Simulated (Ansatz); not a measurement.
# MnSb (rocksalt type): how the settings move a single-point run

Question: which choices in the input matter for MnSb (rocksalt type)?

Method: reference: DFT, PBE, all-electron LAPW, scalar-relativistic, in Ansatz 0.2.0.

### 1 The starting structure

The structure is cubic, space group Fm-3m (No. 225). The conventional cell has a = 5.572 Å, b = 5.572 Å, c = 5.572 Å, α = 90.00°, β = 90.00°, γ = 90.00°. Around Mn (site symmetry m-3m) lie 6 Sb at 2.79 Å. Sb (site symmetry m-3m) has 6 Mn at 2.79 Å as nearest neighbours.

As a file:

```cif
data_structure
_symmetry_space_group_name_H-M 'P 1'
_symmetry_Int_Tables_number 1
_cell_length_a 3.9397
_cell_length_b 3.9397
_cell_length_c 3.9397
_cell_angle_alpha 60.000
_cell_angle_beta 60.000
_cell_angle_gamma 60.000
_cell_volume 43.24
loop_
_atom_site_label
_atom_site_type_symbol
_atom_site_fract_x
_atom_site_fract_y
_atom_site_fract_z
_atom_site_occupancy
Mn1 Mn 0.00000 0.00000 0.00000 1
Sb1 Sb 0.50000 0.50000 0.50000 1
```

### 2 The reference run

File input.yaml:

```yaml
crystal:
  lattice:
    - [0.0, 2.7858175354, 2.7858175354]
    - [2.7858175354, 0.0, 2.7858175354]
    - [2.7858175354, 2.7858175354, 0.0]
  atoms:
    - { symbol: Mn, position: [0.0, 0.0, 0.0], spin: 4.0 }
    - { symbol: Sb, position: [0.5, 0.5, 0.5] }
magnetization:
  spin_polarized: true
kpoints:
  mp_grid: { grid: [11, 11, 11] }
  band_path:
    path:
      - [0.0, 0.0, 0.0]
      - [0.5, 0.0, 0.5]
      - [0.625, 0.25, 0.625]
      - [0.375, 0.375, 0.75]
      - [0.0, 0.0, 0.0]
      - [0.5, 0.5, 0.5]
      - [0.5, 0.25, 0.75]
      - [0.5, 0.0, 0.5]
    npoints: 14
scf:
  occupations: { method: fermi_dirac, width: 0.03 }
hamiltonian:
  xc: pbe
  pseudopotentials: { kind: all_electron, lapw: { basis_error: 0.001 } }
output:
  forces: true
  stress: true
  eigenvalues: true
  fatbands: true
  populations: true
  dos: { projected: true, de: 0.2, e_range: [-14, 8] }
```

Launch:

```
$ ansatz run input.yaml --threads 1 --pin off --max-ram 3072MiB --backend cpu --events-out ev --progress --plain --runs-dir out
```

### 3 Changing settings: mp_grid.grid [16, 16, 16]

input.yaml: that of step 2 with these lines changed.

```diff
@@ -11,3 +11,3 @@
 kpoints:
-  mp_grid: { grid: [11, 11, 11] }
+  mp_grid: { grid: [16, 16, 16] }
   band_path:
@@ -32,4 +32,2 @@
   eigenvalues: true
-  fatbands: true
   populations: true
-  dos: { projected: true, de: 0.2, e_range: [-14, 8] }
```

**Question.** What will these runs give? Wanted: for each run, ending; energy change; pressure; abs. moment; force.

**Answer**, as computed:

| run | ending | energy change | pressure (GPa) | abs. moment (μB) | force (eV/Å) | cycles | time |
| --- | --- | --- | --- | --- | --- | --- | --- |
| reference | converged | 0 | 0.1 | 4.13 | 0.00 | 12 | 61 s |
| 1: mp_grid.grid [16, 16, 16] | converged | +1.0 meV/atom | 0.3 | 4.15 | 0.00 | 12 | 99 s |

Times don't compare one to one where runs were asked for different outputs or read a saved state (see the inputs); cycles may leave out searches for a lower state.

Residual by cycle in the longest SCF loop of each run; runs are numbered as in the table. The quantity is the density residual dr2, in eV.

| cycle | reference | run 1 |
| --- | --- | --- |
| 1 | 0.0868 | 0.0843 |
| 2 | 0.0203 | 0.0203 |
| 3 | 0.0151 | 0.0151 |
| 4 | 0.0101 | 0.0101 |
| 5 | 0.00238 | 0.00261 |
| 6 | 8.1e-4 | 9.0e-4 |
| 7 | 2.7e-4 | 2.8e-4 |
| 8 | 3.6e-5 | 3.8e-5 |
| 9 | 5.0e-6 | 5.4e-6 |
| 10 | 4.9e-7 | 5.0e-7 |
| 11 | 3.7e-8 | 5.1e-8 |
| 12 | 3.2e-9 | 5.2e-9 |

Changing the k-point mesh moves the energy by +1.0 meV/atom. The energy is not variational in the mesh, so the sign tells nothing.
